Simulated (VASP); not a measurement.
# Si (Fd-3m) in VASP: notebook

One crystal, Si, is run at these levels: PBE; tasks: G0W0 quasiparticle levels, evGW0 quasiparticle levels.

All numbers are computed with VASP 6.6.1; they aren't measurements. Logs are shortened: lines on timing, memory, paths and dates and some standing lists are left out, and cuts for length are marked.

## 1. The structure

It takes space group Fd-3m (No. 227, cubic). The conventional cell has a = 5.444 Å, b = 5.444 Å, c = 5.444 Å, α = 90.00°, β = 90.00°, γ = 90.00°. Si (site symmetry -43m) has 4 Si at 2.36 Å as nearest neighbours.

## 2. G0W0 quasiparticle levels, PBE

POSCAR

```
Si
1.0
    0.0000000000      2.7218511865      2.7218511865
    2.7218511865      0.0000000000      2.7218511865
    2.7218511865      2.7218511865      0.0000000000
Si
2
Direct
    0.5000000000      0.5000000000      0.5000000000
    0.7500000000      0.7500000000      0.7500000000
```

INCAR.step1

```
SYSTEM = Si
ALGO = Normal
EDIFF = 1E-8
ENCUT = 450
GGA = PE
ISMEAR = 0
LASPH = .True.
LCHARG = .False.
LREAL = .False.
LWAVE = .True.
NELM = 100
PREC = Accurate
SIGMA = 0.01
```

INCAR.step2

```
SYSTEM = Si
ALGO = Exact
EDIFF = 1E-8
ENCUT = 450
GGA = PE
ISMEAR = 0
ISTART = 1
LASPH = .True.
LCHARG = .False.
LOPTICS = .True.
LREAL = .False.
LWAVE = .True.
NBANDS = 165
NELM = 1
PREC = Accurate
SIGMA = 0.01
```

INCAR.step3

```
SYSTEM = Si
ALGO = EVGW0
EDIFF = 1E-8
ENCUT = 450
ENCUTGW = 50
GGA = PE
ISMEAR = 0
ISTART = 1
LASPH = .True.
LCHARG = .False.
LREAL = .False.
LWAVE = .False.
NBANDS = 165
NBANDSGW = 12
NELMGW = 1
NOMEGA = 48
PREC = Accurate
PRECFOCK = Fast
SIGMA = 0.01
```

KPOINTS

```
k-points
0
Gamma
  3 3 3
  0 0 0
```

Potentials or basis: VASP PAW PBE potentials, release 64 (Si_GW).

The run is started by

```
cat potpaw_PBE.64/Si_GW/POTCAR > POTCAR
cp INCAR.step1 INCAR
mpirun -np 1 vasp_std > vasp.out
cp INCAR.step2 INCAR
mpirun -np 1 vasp_std > vasp.out
cp INCAR.step3 INCAR
mpirun -np 1 vasp_std > vasp.out
```

OUTCAR:

```text
SYSTEM = Si
   EDIFF = 1E-8
   ENCUT = 450
   ENCUTGW = 50
   GGA = PE
   ISMEAR = 0
   ISTART = 1
   LASPH = .True.
   LREAL = .False.
   NELMGW = 1
   PREC = Accurate
   PRECFOCK = Fast

 Found      4 irreducible k-points:

 Following reciprocal coordinates:
            Coordinates               Weight
  0.000000  0.000000  0.000000      1.000000
  0.333333  0.000000  0.000000      8.000000
  0.333333  0.333333  0.000000      6.000000
 -0.333333  0.333333  0.000000     12.000000
   k-points           NKPTS =      4   k-points in BZ     NKDIM =     27   number of bands    NBANDS=    165
   number of dos      NEDOS =    301   number of ions     NIONS =      2
   total plane-waves  NPLWV =  21952
   dimension x,y,z NGX =    28 NGY =   28 NGZ =   28
   dimension x,y,z NGXF=    56 NGYF=   56 NGZF=   56
   ions per type =               2
   NGX,Y,Z   is equivalent  to a cutoff of  12.09, 12.09, 12.09 a.u.
   NGXF,Y,Z  is equivalent  to a cutoff of  24.19, 24.19, 24.19 a.u.
 SYSTEM =  Si
   PREC   = accura    normal or accurate (medium, high low for compatibility)
   ISTART =      1    job   : 0-new  1-cont  2-samecut
   ICHARG =      0    charge: 1-file 2-atom 10-const
   ISPIN  =      1    spin polarized calculation?
   LNONCOLLINEAR =      F non collinear calculations
   LSORBIT =      F    spin-orbit coupling
   LASPH  =      T    aspherical Exc in radial PAW
   ENCUT  =  450.0 eV  33.07 Ry    5.75 a.u.   6.66  6.66  6.66*2*pi/ulx,y,z
   NELM   =     60;   NELMIN=  2; NELMDL=  0     # of ELM steps
   EDIFF  = 0.1E-07   stopping-criterion for ELM
   LREAL  =      F    real-space projection
   EDIFFG = 0.1E-06   stopping-criterion for IOM
   NSW    =      0    number of steps for IOM
   IBRION =     -1    ionic relax: 0-MD 1-quasi-New 2-CG
   NFREE  =      0    steps in history (QN), initial steepest desc. (CG)
   ISIF   =      0    stress and relaxation
   ISYM   =      3    0-nonsym 1-usesym 2-fastsym
   POTIM  = 0.5000    time-step for ionic-motion
   TEBEG  =    0.0;   TEEND  =   0.0 temperature during run
   PSTRESS=    0.0 pullay stress
   NELECT =       8.0000    total number of electrons
   NUPDOWN=      -1.0000    fix difference up-down
   EMIN   =  10.00;   EMAX   =-10.00  energy-range for DOS
   EFERMI =   0.00;   METHOD = LEGACY
   ISMEAR =     0;   SIGMA  =   0.01  broadening in eV -4-tet -1-fermi 0-gaus
   EFERMI_NEDOS =   21; number of points for ismear=-14 and -15
   IALGO  =     38    algorithm
   IMIX   =      4    mixing-type and parameters
     AMIX     =   0.40;   BMIX     =  1.00
     AMIX_MAG =   1.60;   BMIX_MAG =  1.00
  volume/ion in A,a.u.               =      20.16       136.08
  Fermi-wavevector in a.u.,A,eV,Ry     =   0.954766  1.804247 12.402783  0.911579
  Thomas-Fermi vector in A             =   2.083543
   LORBIT       =      0    0 simple, 1 ext, 2 COOP (PROOUT), +10 PAW based schemes
   GGA     = PE    functional components
   LHFCALC =     T    Hartree Fock is set to
   PRECFOCK=fast      Normal, Fast or Accurate (Low or Medium for compatibility)
   ENCUT4O =  -1.0   cutoff for four orbital integrals eV
   NKREDX  =     1    reduce k-point grid by
   NKREDY  =     1    reduce k-point grid by
   NKREDZ  =     1    reduce k-point grid by
   AEXX    =    1.0000 exact exchange contribution
   HFSCREEN=    0.0000 screening length (either q_TF or 0.3 A-1)
   HFSCREENC=   0.0000 screening length for correlation (either q_TF or 0.3 A-1)
   ENCUTFOCK=  -1.0 apply spherical cutoff to Coloumb kernel
   IVDW    =     0    specifies the selected vdW correction
   LEPSILON=     F    determine dielectric tensor
   LRPA    =     F    only Hartree local field effects (RPA)
   LRPAFORCE           =     F    calculate RPA forces
   ENCUTGW             =  50.0    cutoff for response function in eV
   ENCUTGWSOFT         =  40.0    soft cutoff for Coulomb kernel in GW response function in eV
   ENCUTLF             =  -1.0    cutoff for local field effects
   NELMGW              =     1    number of iterations in solving QP/BSE equation
   NELMHF              =     1    number of iterations in the inner HF iteration
   NKREDLFX            =     1    NKREDLFY  =   1   NKREDLFZ  =   1
 non-spin polarized calculation
 Gauss-broadening in eV      SIGMA  =   0.01
  energy-cutoff  :      450.00
  volume of cell :       40.33
 maximum number of plane-waves:       893
 NGX is ok and might be reduce to    28
  NGX = 16; NGY = 16; NGZ = 16
   NGX = 13   NGY = 13   NGZ = 13
 maximum number of plane-waves:        34
 NGX is ok and might be reduce to    10

 QP shifts <psi_nk| G(iteration)W_0 |psi_nk>: iteration 1
 for sc-GW calculations column KS-energies equals QP-energies in previous step
 and V_xc(KS)=  KS-energies - (<T + V_ion + V_H > + <T+V_H+V_ion>^1  + <V_x>^1)

 k-point   1 :       0.0000    0.0000    0.0000
  band No.  KS-energies  QP-energies   sigma(KS)   V_xc(KS)     V^pw_x(r,r')   Z            occupation Imag(sigma)

      1      -6.4325      -6.7437     -10.8436     -10.4342     -17.4248       0.7600       2.0000       1.3697
      2       5.5010       5.3729     -11.5882     -11.4221     -13.4294       0.7712       2.0000       0.0872
      3       5.5010       5.3729     -11.5882     -11.4221     -13.4294       0.7712       2.0000       0.0872
      4       5.5010       5.3729     -11.5882     -11.4221     -13.4294       0.7712       2.0000       0.0872
      5       8.0158       8.3440      -9.6445     -10.0709      -5.3656       0.7697       0.0000      -0.0980
      6       8.0158       8.3440      -9.6445     -10.0709      -5.3656       0.7697       0.0000      -0.0980
      7       8.0158       8.3440      -9.6445     -10.0709      -5.3656       0.7697       0.0000      -0.0980
      8       8.7867       9.3760     -10.2654     -11.0339      -5.5737       0.7669       0.0000      -0.1073
      9      13.1689      13.6097      -9.4026      -9.9879      -4.1513       0.7531       0.0000      -0.1944
     10      13.1689      13.6097      -9.4026      -9.9879      -4.1513       0.7531       0.0000      -0.1944
     11      13.4319      13.1883      -7.9097      -7.6090      -2.4805       0.8101       0.0000      -0.3533
     12      16.6688      16.5463      -8.4074      -8.2483      -2.1676       0.7700       0.0000      -0.6218

 k-point   2 :       0.3333    0.0000    0.0000
  band No.  KS-energies  QP-energies   sigma(KS)   V_xc(KS)     V^pw_x(r,r')   Z            occupation Imag(sigma)

      1      -5.0623      -5.2767     -10.9022     -10.5993     -17.0078       0.7077       2.0000       1.0341
      2       0.1680      -0.1030     -10.8830     -10.5202     -14.3244       0.7468       2.0000       0.2861
      3       4.4958       4.3318     -11.3683     -11.1531     -13.4034       0.7618       2.0000       0.1025
      4       4.4958       4.3318     -11.3683     -11.1531     -13.4034       0.7618       2.0000       0.1025
      5       7.2191       7.5559      -9.6658     -10.1028      -5.4756       0.7707       0.0000      -0.0721
      6       8.9604       9.2698      -9.4654      -9.8666      -4.9457       0.7712       0.0000      -0.1353
      7       8.9604       9.2698      -9.4654      -9.8666      -4.9457       0.7712       0.0000      -0.1353
      8      13.3234      13.3383      -8.8383      -8.8577      -3.1419       0.7648       0.0000      -0.3498
      9      13.4336      13.7310      -9.3964      -9.7882      -3.9518       0.7591       0.0000      -0.3039
     10      13.4336      13.7310      -9.3964      -9.7882      -3.9518       0.7591       0.0000      -0.3039
     11      14.5657      14.6847      -8.9985      -9.1562      -3.3876       0.7546       0.0000      -0.3367
     12      19.0513      19.1032      -9.1420      -9.2111      -2.6653       0.7512       0.0000      -0.7295

 k-point   3 :       0.3333    0.3333    0.0000
  band No.  KS-energies  QP-energies   sigma(KS)   V_xc(KS)     V^pw_x(r,r')   Z            occupation Imag(sigma)

      1      -4.5371      -4.7668     -10.9417     -10.6186     -16.7869       0.7111       2.0000       0.9233
      2       0.4886       0.3139     -11.3767     -11.1432     -14.8598       0.7480       2.0000       0.2708
      3       3.0777       2.8325     -11.0302     -10.7048     -13.4407       0.7535       2.0000       0.1134
      4       3.0777       2.8325     -11.0302     -10.7048     -13.4407       0.7535       2.0000       0.1134
      5       6.2001       6.3331      -8.9892      -9.1598      -5.0102       0.7793       0.0000      -0.0648
      6       7.4600       7.5789      -8.7251      -8.8784      -4.3832       0.7757       0.0000      -0.0879
      7      12.7127      13.1563     -10.1156     -10.7080      -4.7382       0.7489       0.0000      -0.2922
      8      12.7127      13.1563     -10.1156     -10.7080      -4.7382       0.7489       0.0000      -0.2922
      9      15.2618      15.7691     -10.2725     -10.9514      -4.4190       0.7472       0.0000      -0.3729
     10      15.3039      15.7113      -9.5042     -10.0353      -3.7360       0.7672       0.0000      -0.3887
     11      18.5419      18.5239      -8.8940      -8.8703      -2.5853       0.7564       0.0000      -0.6710
     12      18.8973      19.1673      -9.6994     -10.0577      -2.8971       0.7534       0.0000      -0.9012

 k-point   4 :      -0.3333    0.3333    0.0000
  band No.  KS-energies  QP-energies   sigma(KS)   V_xc(KS)     V^pw_x(r,r')   Z            occupation Imag(sigma)

      1      -3.1838      -3.3822     -11.1778     -10.9016     -16.4741       0.7186       2.0000       0.7028
      2      -1.2644      -1.4771     -11.1804     -10.8864     -15.5005       0.7233       2.0000       0.4297
      3       1.0888       0.7269     -10.3272      -9.8453     -12.9795       0.7510       2.0000       0.1815
      4       3.3836       3.1570     -11.1162     -10.8165     -13.4271       0.7560       2.0000       0.1089
      5       7.0350       7.1909      -8.9437      -9.1442      -4.7336       0.7771       0.0000      -0.0804
      6      11.2761      11.4729      -9.4464      -9.7014      -4.5675       0.7719       0.0000      -0.2179
      7      11.9137      12.3096      -9.7247     -10.2516      -4.3400       0.7513       0.0000      -0.2832
      8      12.5261      12.9336      -9.9681     -10.5050      -4.6738       0.7590       0.0000      -0.2785
      9      12.8638      13.2363      -9.7616     -10.2605      -4.1378       0.7466       0.0000      -0.3154
     10      13.1278      13.4022      -9.3951      -9.7484      -4.1666       0.7766       0.0000      -0.3023
     11      19.8065      19.7679      -8.7113      -8.6604      -2.3238       0.7578       0.0000      -0.7523
     12      20.3688      20.2021      -8.3911      -8.1740      -2.0224       0.7679       0.0000      -0.8077
```

It took 16 s on 1 thread of Intel Xeon 6975P-C (Granite Rapids), shared host; peak memory 0.25 GiB.

The run converged, but some of its settings lie outside the range that counts as converged, so its numbers aren't taken as properties of the crystal.

Results:

| Quantity | Value |
| --- | --- |
| Band gap on the k mesh, mean-field level | 0.70 eV, indirect (least direct gap 2.51 eV) |
| Quasiparticle gap | 0.96 eV |
| Least direct quasiparticle gap | 2.97 eV |

Caveat: the k mesh is coarse (spacing up to 0.67 Å⁻¹), so the values aren't converged; bands, screening cutoff and mesh are small and nothing is extrapolated, so the quasiparticle values aren't converged; an odd mesh through Γ misses points on the zone boundary, where band edges often lie.

## 3. G0W0 quasiparticle levels, PBE

POSCAR is that of step 2.

INCAR.step1 is that of step 2.

Changes to INCAR.step2 since step 2:

```diff
@@ -12,3 +12,3 @@
 LWAVE = .True.
-NBANDS = 165
+NBANDS = 245
 NELM = 1
```

Changes to INCAR.step3 since step 2:

```diff
@@ -12,3 +12,3 @@
 LWAVE = .False.
-NBANDS = 165
+NBANDS = 245
 NBANDSGW = 12
```

KPOINTS is that of step 2.

Potentials or basis: VASP PAW PBE potentials, release 64 (Si_GW).

The run is started by

```
cat potpaw_PBE.64/Si_GW/POTCAR > POTCAR
cp INCAR.step1 INCAR
mpirun -np 1 vasp_std > vasp.out
cp INCAR.step2 INCAR
mpirun -np 1 vasp_std > vasp.out
cp INCAR.step3 INCAR
mpirun -np 1 vasp_std > vasp.out
```

OUTCAR:

```text
SYSTEM = Si
   EDIFF = 1E-8
   ENCUT = 450
   ENCUTGW = 50
   GGA = PE
   ISMEAR = 0
   ISTART = 1
   LASPH = .True.
   LREAL = .False.
   NELMGW = 1
   PREC = Accurate
   PRECFOCK = Fast

 Found      4 irreducible k-points:

 Following reciprocal coordinates:
            Coordinates               Weight
[... 86 lines left out ...]
      1      -6.4325      -6.7531     -10.8484     -10.4342     -17.4248       0.7742       2.0000       1.3657
      2       5.5010       5.3712     -11.5915     -11.4221     -13.4294       0.7661       2.0000       0.0840
      3       5.5010       5.3712     -11.5915     -11.4221     -13.4294       0.7661       2.0000       0.0840
      4       5.5010       5.3712     -11.5915     -11.4221     -13.4294       0.7661       2.0000       0.0840
      5       8.0158       8.3395      -9.6498     -10.0709      -5.3656       0.7687       0.0000      -0.0965
      6       8.0158       8.3395      -9.6498     -10.0709      -5.3656       0.7687       0.0000      -0.0965
      7       8.0158       8.3395      -9.6498     -10.0709      -5.3656       0.7687       0.0000      -0.0965
      8       8.7867       9.3700     -10.2725     -11.0339      -5.5737       0.7662       0.0000      -0.1107
      9      13.1689      13.6120      -9.3997      -9.9879      -4.1513       0.7534       0.0000      -0.2009
     10      13.1689      13.6120      -9.3997      -9.9879      -4.1513       0.7534       0.0000      -0.2009
     11      13.4319      13.1903      -7.9064      -7.6090      -2.4805       0.8124       0.0000      -0.3577
     12      16.6688      16.5474      -8.4061      -8.2483      -2.1676       0.7690       0.0000      -0.6240
[... 36 lines left out ...]
      1      -3.1838      -3.3830     -11.1791     -10.9016     -16.4741       0.7178       2.0000       0.6978
      2      -1.2644      -1.4789     -11.1827     -10.8864     -15.5005       0.7238       2.0000       0.4254
      3       1.0888       0.7255     -10.3293      -9.8453     -12.9795       0.7504       2.0000       0.1781
      4       3.3836       3.1535     -11.1203     -10.8165     -13.4271       0.7574       2.0000       0.1022
      5       7.0350       7.1894      -8.9454      -9.1442      -4.7336       0.7765       0.0000      -0.0818
      6      11.2761      11.4677      -9.4531      -9.7014      -4.5675       0.7714       0.0000      -0.2155
      7      11.9137      12.3033      -9.7334     -10.2516      -4.3400       0.7519       0.0000      -0.2856
      8      12.5261      12.9272      -9.9775     -10.5050      -4.6738       0.7605       0.0000      -0.2825
      9      12.8638      13.2300      -9.7701     -10.2605      -4.1378       0.7467       0.0000      -0.3205
     10      13.1278      13.3954      -9.4042      -9.7484      -4.1666       0.7771       0.0000      -0.3052
     11      19.8065      19.7643      -8.7159      -8.6604      -2.3238       0.7594       0.0000      -0.7489
     12      20.3688      20.2016      -8.3932      -8.1740      -2.0224       0.7623       0.0000      -0.8072
```

OUTCAR.step2:

```text
SYSTEM = Si
   EDIFF = 1E-8
   ENCUT = 450
   GGA = PE
[... 519 lines left out ...]
  --------------------------------------------------------------------------------------------------------------
     0.00000    33.61276    33.61276    33.61276    -0.00000    -0.00000     0.00000
     2.29543    83.84133    83.84133    83.84133    -0.00000    -0.00000     0.00000
     4.59086   -58.41480   -58.41480   -58.41480     0.00000    -0.00000    -0.00000
     6.88629    -8.03506    -8.03506    -8.03506     0.00000     0.00000    -0.00000
     9.18173    -4.39864    -4.39864    -4.39864     0.00000     0.00000    -0.00000
    11.47716    -1.83818    -1.83818    -1.83818     0.00000     0.00000    -0.00000
[... 92 lines left out ...]
   224.95226     0.99150     0.99150     0.99150     0.00000     0.00000    -0.00000
   227.24769     0.99167     0.99167     0.99167     0.00000     0.00000    -0.00000
```

Run time: 19 s. Hardware: 1 thread of Intel Xeon 6975P-C (Granite Rapids), shared host; peak memory 0.25 GiB.

The run converged, but some of its settings lie outside the range that counts as converged, so its numbers aren't taken as properties of the crystal.

What came out:

- Band gap on the k mesh, mean-field level: 0.70 eV, indirect (least direct gap 2.51 eV)
- Quasiparticle gap: 0.96 eV
- Least direct quasiparticle gap: 2.97 eV

Caveat: the k mesh is coarse (spacing up to 0.67 Å⁻¹), so the values aren't converged; bands, screening cutoff and mesh are small and nothing is extrapolated, so the quasiparticle values aren't converged; an odd mesh through Γ misses points on the zone boundary, where band edges often lie.

(Part 1 of 3 ends here.)
